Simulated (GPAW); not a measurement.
# Pt (P6_3/mmc) in GPAW: convergence with plane-wave cutoff (eV)

Aim: find how far plane-wave cutoff (eV) must go before the results for Pt settle, at r2SCAN. This setting moves, with any that are tied to it; all else stays.

Program: GPAW 26.7.0. These are calculated values, not measurements. Logs are shortened: lines on timing, memory, paths and dates and some standing lists are left out, and cuts for length are marked. The log counts tension as positive stress, the text compression.

**1. The crystal as given**

It takes space group P6_3/mmc (No. 194, hexagonal). The conventional cell has a = 2.761 Å, b = 2.761 Å, c = 4.792 Å, α = 90.00°, β = 90.00°, γ = 120.00°. Around Pt (site symmetry -6m2) lie 12 Pt at 2.76 to 2.88 Å.

This isn't the form of Pt at room conditions, which is fcc.

**2. With plane-wave cutoff (eV) 200**

File run.py:

```python
from ase.dft.bandgap import bandgap
from ase.io import read, write
from ase.units import GPa
from gpaw import GPAW, PW

atoms = read('POSCAR')

calc = GPAW(mode=PW(200),
            xc='MGGA_X_R2SCAN+MGGA_C_R2SCAN',
            kpts={'size': (7, 7, 4), 'gamma': True},
            occupations={'name': 'fermi-dirac', 'width': 0.05},
            nbands=29,
            convergence={'density': 1e-05, 'energy': 1e-05},
            maxiter=100,
            txt='gpaw.txt')
atoms.calc = calc
energy = atoms.get_potential_energy()
forces = atoms.get_forces()
stress = atoms.get_stress()
calc.write('gs.gpw')
write('result.traj', atoms)
print(f'Energy: {energy:.6f} eV')
print('Forces (eV/A):')
print(forces.round(4))
print('Stress (GPa):', (stress / GPa).round(3))
print('Fermi level:', round(calc.get_fermi_level(), 4), 'eV')
print(f'Gap: {bandgap(calc)[0]:.4f} eV, direct: {bandgap(calc, direct=True)[0]:.4f} eV')
```

File POSCAR:

```
Pt
1.0
    2.7606656158      0.0000000000      0.0000000000
   -1.3803328079      2.3908065546      0.0000000000
    0.0000000000      0.0000000000      4.7921340000
Pt
2
Direct
    0.3333333333      0.6666666667      0.2500000000
    0.6666666667      0.3333333333      0.7500000000
```

Potentials or basis: GPAW PAW data sets (gpaw-data 1.2.1), pw.

Started as:

```sh
> OMP_NUM_THREADS=1 python run.py
```

Run time: 16 s. Hardware: 1 thread of Arm Neoverse V1, shared host; peak memory 0.23 GiB.

What came out:

```yaml
Free_energy: -41.5315 eV
Pressure: -10.8 GPa
Band_gap_on_the_k_mesh: none (metal or under the smearing width)
```

**3. With plane-wave cutoff (eV) 250**

Changes to run.py since step 2:

```diff
@@ -7,3 +7,3 @@
 
-calc = GPAW(mode=PW(200),
+calc = GPAW(mode=PW(250),
             xc='MGGA_X_R2SCAN+MGGA_C_R2SCAN',
```

POSCAR is that of step 2.

Potentials or basis: GPAW PAW data sets (gpaw-data 1.2.1), pw.

Started as:

```sh
> OMP_NUM_THREADS=1 python run.py
```

It took 22 s on 1 thread of Arm Neoverse V1, shared host; peak memory 0.23 GiB.

Results:

| Property | Result |
| --- | --- |
| Free energy | -42.3056 eV |
| Pressure | -19.8 GPa |
| Band gap on the k mesh | none (metal or under the smearing width) |

**4. With plane-wave cutoff (eV) 300**

Changes to run.py since step 3:

```diff
@@ -7,3 +7,3 @@
 
-calc = GPAW(mode=PW(250),
+calc = GPAW(mode=PW(300),
             xc='MGGA_X_R2SCAN+MGGA_C_R2SCAN',
```

POSCAR is that of step 3.

Started as:

```sh
> OMP_NUM_THREADS=1 python run.py
```

It took 21 s on 1 thread of Arm Neoverse V1, shared host; peak memory 0.23 GiB.

What came out:

* Free energy: -43.0819 eV
* Pressure: -17.9 GPa
* Band gap on the k mesh: none (metal or under the smearing width)

**5. With plane-wave cutoff (eV) 350**

Changes to run.py since step 4:

```diff
@@ -7,3 +7,3 @@
 
-calc = GPAW(mode=PW(300),
+calc = GPAW(mode=PW(350),
             xc='MGGA_X_R2SCAN+MGGA_C_R2SCAN',
```

POSCAR is that of step 4.

Started as:

```sh
> OMP_NUM_THREADS=1 python run.py
```

Wall time 25 s (1 thread of Arm Neoverse V1, shared host); peak memory 0.24 GiB.

What came out:

| Property | Result |
| --- | --- |
| Free energy | -43.5397 eV |
| Pressure | -11.7 GPa |
| Band gap on the k mesh | none (metal or under the smearing width) |

**6. With plane-wave cutoff (eV) 400**

Changes to run.py since step 5:

```diff
@@ -7,3 +7,3 @@
 
-calc = GPAW(mode=PW(350),
+calc = GPAW(mode=PW(400),
             xc='MGGA_X_R2SCAN+MGGA_C_R2SCAN',
```

POSCAR is that of step 5.

Potentials or basis: GPAW PAW data sets (gpaw-data 1.2.1), pw.

Started as:

```sh
> OMP_NUM_THREADS=1 python run.py
```

Run time: 34 s. Hardware: 1 thread of Arm Neoverse V1, shared host; peak memory 0.24 GiB.

What came out:

| Property | Result |
| --- | --- |
| Free energy | -43.7297 eV |
| Pressure | -7.1 GPa |
| Band gap on the k mesh | none (metal or under the smearing width) |

**7. With plane-wave cutoff (eV) 500**

Changes to run.py since step 6:

```diff
@@ -7,3 +7,3 @@
 
-calc = GPAW(mode=PW(400),
+calc = GPAW(mode=PW(500),
             xc='MGGA_X_R2SCAN+MGGA_C_R2SCAN',
```

POSCAR is that of step 6.

Started as:

```sh
> OMP_NUM_THREADS=1 python run.py
```

Wall time 36 s (1 thread of Arm Neoverse V1, shared host); peak memory 0.25 GiB.

Results (log left out):

| Quantity | Value |
| --- | --- |
| Free energy | -43.8013 eV |
| Pressure | -4.6 GPa |
| Band gap on the k mesh | none (metal or under the smearing width) |

**8. With plane-wave cutoff (eV) 600**

Changes to run.py since step 7:

```diff
@@ -7,3 +7,3 @@
 
-calc = GPAW(mode=PW(500),
+calc = GPAW(mode=PW(600),
             xc='MGGA_X_R2SCAN+MGGA_C_R2SCAN',
```

POSCAR is that of step 7.

Started as:

```sh
> OMP_NUM_THREADS=1 python run.py
```

It took 44 s on 1 thread of Arm Neoverse V1, shared host; peak memory 0.26 GiB.

Results (log left out):

```yaml
Free_energy: -43.8081 eV
Pressure: -4.4 GPa
Band_gap_on_the_k_mesh: none (metal or under the smearing width)
```

**9. With plane-wave cutoff (eV) 800**

Changes to run.py since step 8:

```diff
@@ -7,3 +7,3 @@
 
-calc = GPAW(mode=PW(600),
+calc = GPAW(mode=PW(800),
             xc='MGGA_X_R2SCAN+MGGA_C_R2SCAN',
```

POSCAR is that of step 8.

Potentials or basis: GPAW PAW data sets (gpaw-data 1.2.1), pw.

Started as:

```sh
> OMP_NUM_THREADS=1 python run.py
```

Run time: 63 s. Hardware: 1 thread of Arm Neoverse V1, shared host; peak memory 0.28 GiB.

Results (log left out):

- Free energy: -43.8108 eV
- Pressure: -4.3 GPa
- Band gap on the k mesh: none (metal or under the smearing width)

**10. With plane-wave cutoff (eV) 1000**

Changes to run.py since step 9:

```diff
@@ -7,3 +7,3 @@
 
-calc = GPAW(mode=PW(800),
+calc = GPAW(mode=PW(1000),
             xc='MGGA_X_R2SCAN+MGGA_C_R2SCAN',
```

POSCAR is that of step 9.

Potentials or basis: GPAW PAW data sets (gpaw-data 1.2.1), pw.

Started as:

```sh
> OMP_NUM_THREADS=1 python run.py
```

gpaw.txt:

```text
__  _  _
 | _ |_)|_||  |
 |__||  | ||/\| - 26.7.0

Input parameters:
  mode=PW(ecut=1000.0),
  convergence={'density': 1e-05, 'energy': 1e-05},
  kpts=MonkhorstPack(size=(7, 7, 4), gamma=True),
  maxiter=100,
  nbands=29,
  occupations=Occupations(name='fermi-dirac', width=0.05),
  xc=XC(name='MGGA_X_R2SCAN+MGGA_C_R2SCAN')

Diagonalizing LCAO Hamiltonian
Converting LCAO to pw mode

          Pt

        Pt

Atoms  # Å, Bohr magnetons
|   | symbol |         x |        y |        z |    initial magnetic moments |
|---|--------|-----------|----------|----------|-----------------------------|
| 0 |     Pt | -0.000000 | 1.593871 | 1.198033 | ( 0.0000,  0.0000,  0.0000) |
| 1 |     Pt |  1.380333 | 0.796936 | 3.594100 | ( 0.0000,  0.0000,  0.0000) |

Unit cell  # Å
| periodic |         x |        y |        z |  lengths |     angles |
|----------|-----------|----------|----------|----------|------------|
|      yes |  2.760666 | 0.000000 | 0.000000 | 2.760666 |  90.000000 |
|      yes | -1.380333 | 2.390807 | 0.000000 | 2.760666 |  90.000000 |
|      yes |  0.000000 | 0.000000 | 4.792134 | 4.792134 | 120.000000 |

Number of symmetries: 12
Symmetry operations  # r_c * U_cc + t_c -> r_c
|    | kind |            matrix            |
|----|------|------------------------------|
|  0 |  σ   |  1, 1, 0,  0,-1, 0,  0, 0, 1 |
|  1 |  S6  |  1, 1, 0, -1, 0, 0,  0, 0,-1 |
|  2 |  E   |  1, 0, 0,  0, 1, 0,  0, 0, 1 |
|  3 |  C2  |  1, 0, 0, -1,-1, 0,  0, 0,-1 |
|  4 |  C2  |  0, 1, 0,  1, 0, 0,  0, 0,-1 |
|  5 |  C3  |  0, 1, 0, -1,-1, 0,  0, 0, 1 |
|  6 |  S6  |  0,-1, 0,  1, 1, 0,  0, 0,-1 |
|  7 |  σ   |  0,-1, 0, -1, 0, 0,  0, 0, 1 |
|  8 |  σ   | -1, 0, 0,  1, 1, 0,  0, 0, 1 |
|  9 |  i   | -1, 0, 0,  0,-1, 0,  0, 0,-1 |
| 10 |  C3  | -1,-1, 0,  1, 0, 0,  0, 0, 1 |
| 11 |  C2  | -1,-1, 0,  0, 1, 0,  0, 0,-1 |

BZ-sampling:
  Number of BZ points: 196
  Number of IBZ points: 28

  Monkhorst-Pack size: [7, 7, 4]
  Monkhorst-Pack shift: [0.0, 0.0, 0.125]

K-points  # in reciprocal-cell coordinates
|     |                                coordinates |     weight |
|-----|--------------------------------------------|------------|
|   0 | (  0.00000000,   0.00000000,   0.00000000) | 0.00510204 |
|   1 | (  0.00000000,   0.00000000,   0.25000000) | 0.01020408 |
|   2 | (  0.00000000,   0.00000000,   0.50000000) | 0.00510204 |
|   3 | (  0.14285714,   0.00000000,  -0.25000000) | 0.03061224 |
|   4 | (  0.14285714,   0.00000000,   0.00000000) | 0.03061224 |
|   5 | (  0.14285714,   0.00000000,   0.25000000) | 0.03061224 |
|   6 | (  0.14285714,   0.00000000,   0.50000000) | 0.03061224 |
|   7 | (  0.28571429,  -0.14285714,   0.00000000) | 0.03061224 |
|   8 | (  0.28571429,  -0.14285714,   0.25000000) | 0.06122449 |
|   9 | (  0.28571429,  -0.14285714,   0.50000000) | 0.03061224 |
| ... |                                            |            |
|  27 | (  0.42857143,   0.42857143,   0.50000000) | 0.03061224 |

Plane wave coefficients: 2299
Cutoff: 1000.0 eV

Spin-components: 1 (collinear spins)
Bands:           29
Projectors:      12
Spin-degeneracy: 2
Datatype:        complex128

Parallelization:
  kpt:    1
  domain: 1
  band:   1

Density:
  Valence electrons: 32.0
  Components: 1
  Grid points: [21 21 35]
  Charge: 0.0  # |e|

Potential:
  Grid points: [21 21 35]

species:
  Pt:
    name:    Platinum
    Z:       78.0
    valence: 16
    core:    62
    charge:  0.0  # [|e|]
    compensation charges:
      type: gauss
      rc: 0.41  # [Å]
      lmax: 2
    cutoffs:
      filter: 2.26  # [Å]
      core: 2.26  # [Å]
    projectors
    | kind |    occ | energy [eV] | rcut [Å] |
    |------|--------|-------------|----------|
    |   6s |  1.000 |      -5.628 |    1.307 |
    |   5p |  6.000 |     -56.051 |    1.371 |
    |   6p |  0.000 |      -0.845 |    1.371 |
    |   5d |  9.000 |      -6.153 |    1.307 |
    |    s |        |      21.583 |    1.307 |
    |    d |        |      21.058 |    1.307 |

    Using partial waves for Pt as LCAO basis

Reference energy: -1000750.725535  # eV

eigensolver:
  PPCG
  Converge bands: occupied
  niter=2

density mixing:
  MSR1-Mixer
  Pratt-step length: 0.05
  Maximum mixing coefficient: 0.75
  Old densities: 10
  SVD Regularization: 0.005
  Good broyden scale: 1.0
  Trust region scale: 1.0
  Backstep threshold: 4.0
  History deletion threshold: 6.0
  Fourier metric: weight=20.0, sigma=0.015

occupation numbers:
  Fermi-Dirac:
    width: 0.0500  # eV

poisson solver:
  ecut: 8000.0  # eV

xc functional:
  name: MGGA_X_R2SCAN+MGGA_C_R2SCAN with 2 nearest neighbor stencil

convergence criteria:
- Maximum integral of absolute [dens]ity change: 1e-05 electrons / valence electron
- Maximum [total energy] change in last 3 cyles: 1e-05 eV / valence electron
- Maximum integral of absolute [eigenst]ate change: 4e-08 eV^2 / valence electron
maximum number of iterations: 100

SCF iterations
|iter     | |      energy | eigst |  dens |
|---------|-|-------------|-------|-------|
|iter:   1| |  -50.934407 | +0.20 |       |
|iter:   2| |  -44.084911 | -1.46 | -1.21 |
|iter:   3| |  -43.907672 | -2.75 | -1.36 |
|iter:   4| |  -43.786316 | -2.51 | -1.53 |
|iter:   5| |  -43.785199 | -2.99 | -1.97 |
|iter:   6| |  -43.789082 | -3.47 | -2.44 |
|iter:   7| |  -43.789758 | -4.53 | -2.89 |
|iter:   8| |  -43.789779 | -5.82 | -3.44 |
|iter:   9| |  -43.789777c| -7.57c| -4.34 |
|iter:  10| |  -43.789778c| -8.13c| -4.68 |
|iter:  11| |  -43.789778c| -8.66c| -5.35c|

Converged in 11 steps
Energy contributions relative to reference atoms: (reference = -1000750.725535)

Energy contributions:
  Kinetic:          -0.806496
  Coulomb:          -1.924553
  Zero:             -1.094492
  External:          0.000000
  Xc:              -39.942933
  Entropy:          -0.042608
  Spinorbit:         0.000000
  ----------------------------
  Free energy:     -43.811082
  Extrapolated:    -43.789778

dipole moment: (0.000001, 0.000001, 0.000002)  # |e|*Ang

Fermi level: 10.918
Eigenvalues  # (at kpt = [0.000, 0.000, 0.000])
| band index |      eig [eV] | occ [0-2] |
|------------|---------------|-----------|
|          0 |       -43.131 |     2.000 |
|        ... |               |           |
|         10 |         7.365 |     2.000 |
|         11 |         7.730 |     2.000 |
|         12 |         7.730 |     2.000 |
|         13 |         9.020 |     2.000 |
|         14 |         9.020 |     2.000 |
|         15 |        10.506 |     1.999 |
[... 8 lines left out ...]
|         24 |        35.125 |     0.000 |
|         25 |        35.125 |     0.000 |
|        ... |               |           |
|         28 |        36.940 |     0.000 |

No gap
No difference between direct/indirect transitions

Forces  # eV/Ang
|        x |        y |        z |
|----------|----------|----------|
| -0.00000 |  0.00000 | -0.00000 |  # Pt   0
|  0.00000 | -0.00000 |  0.00000 |  # Pt   1

Stress tensor  # eV/Ang^3
|         x |         y |        z |
|-----------|-----------|----------|
|  0.039976 | -0.000000 | 0.000000 |
| -0.000000 |  0.039976 | 0.000000 |
|  0.000000 |  0.000000 | 0.000048 |

# Writing to gs.gpw (mode='')
```

Wall time 2.1 min (1 thread of Arm Neoverse V1, shared host); peak memory 0.3 GiB.

Results:

```
Free energy            : -43.8111 eV
Pressure               : -4.3 GPa
Band gap on the k mesh : none (metal or under the smearing width)
```

**11. Summary**

```
plane-wave cutoff (eV)  energy less the tightest run, at zero smearing (meV/atom)  pressure (GPa)  SCF cycles  CPU time (s)  peak memory (GiB)
                   200                                                    1139.28          -10.76          11            16               0.23
                   250                                                     752.35          -19.78          11            22               0.23
                   300                                                     364.45          -17.91          11            21               0.23
                   350                                                     135.70          -11.67          11            25               0.24
                   400                                                      40.70           -7.09          11            34               0.24
                   500                                                       4.91           -4.55          11            36               0.25
                   600                                                       1.49           -4.35          11            44               0.26
                   800                                                       0.14           -4.27          11            63               0.28
                  1000                                                       0.00           -4.27          11           130                0.3
```

Against the tightest run, the energy stays within 1 meV/atom from 800 on; the pressure stays within 0.1 GPa from 600 on. The tightest run that finished is the yardstick and may itself not be fully converged.

Caveats: all runs use coarse meshes; the PAW data sets were made with another functional, which shifts forces and pressure a little.
